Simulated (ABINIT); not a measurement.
Fe: single point with LDA

Crystal: Fe.

```
Fe
1.0
     0.00000    1.94174    1.96511
     1.49844    0.00000    1.96511
     1.49844    1.94174    0.00000
Fe
1
Direct
  0.00000 0.00000 0.00000
```

| Quantity | Value |
| --- | --- |
| Program | ABINIT 10.8.3 (patched build) |
| Task | single point |
| Functional | LDA |
| Potentials or basis | JTH PAW PBE v2.0 |
| Cutoff | 844 eV |
| k mesh | 10 × 10 × 10 |
| Occupations | fermi-dirac, width 0.05 eV |
| Spin | collinear spin, ferromagnetic start |
| Starting moments | [3.0] μB |
| Fine-grid cutoff | 1442.2 eV |

```yaml
Pressure: -18.6 GPa
Band_gap_on_the_k_mesh: none (metal or under the smearing width)
Net_moment: 2.16 μB per cell
Site_moments: Fe +2.18 μB
Valence_electrons_inside_the_program's_atomic_spheres: Fe 14.43 (radii [1.1194] Å)
```

Stress tensor (GPa, compression positive):
```
-24.42   0.00   0.00
  0.00 -14.81   0.00
  0.00   0.00 -16.60
```

Levels at points of the mesh, in eV from the Fermi level:
Spin up:
| k point | band 6 | band 7 | band 8 | band 9 | band 10 | band 11 | band 12 | band 13 |
| --- | --- | --- | --- | --- | --- | --- | --- | --- |
| (0.00, 0.00, 0.00) | -2.48 | -2.38 | -2.02 | -1.23 | -0.82 | 23.45 | 24.94 | 25.20 |
| (0.50, 0.00, 0.00) | -3.20 | -1.30 | -0.69 | 0.10 | 0.33 | 6.94 | 18.62 | 20.70 |
| (0.50, 0.50, 0.00) | -3.77 | -0.66 | -0.58 | 0.40 | 0.65 | 7.65 | 17.05 | 18.29 |
| (0.50, 0.00, 0.50) | -3.74 | -0.69 | -0.63 | 0.47 | 0.87 | 7.92 | 16.82 | 18.05 |
| (0.00, 0.50, 0.50) | -4.69 | 0.02 | 0.12 | 0.21 | 7.62 | 10.68 | 10.68 | 14.40 |
Spin down:
```csv
k point,band 5,band 6,band 7,band 8,band 9,band 10
"(0.00, 0.00, 0.00)",-8.21,-0.68,-0.55,-0.08,1.05,1.60
"(0.50, 0.00, 0.00)",-3.70,-1.48,0.45,0.94,1.68,2.48
"(0.50, 0.50, 0.00)",-3.67,-2.17,1.02,1.69,1.83,2.54
"(0.50, 0.00, 0.50)",-3.65,-2.13,1.25,1.63,1.76,2.58
"(0.00, 0.50, 0.50)",-3.27,-3.06,2.17,2.22,2.30,8.08
```

Run time: 78 s on 1 thread of Intel(R) Xeon(R) 6975P-C (Granite Rapids), with other jobs on the host, peak memory 0.16 GiB.

Caveat: the PAW data sets were made with another functional, which shifts forces and pressure a little.
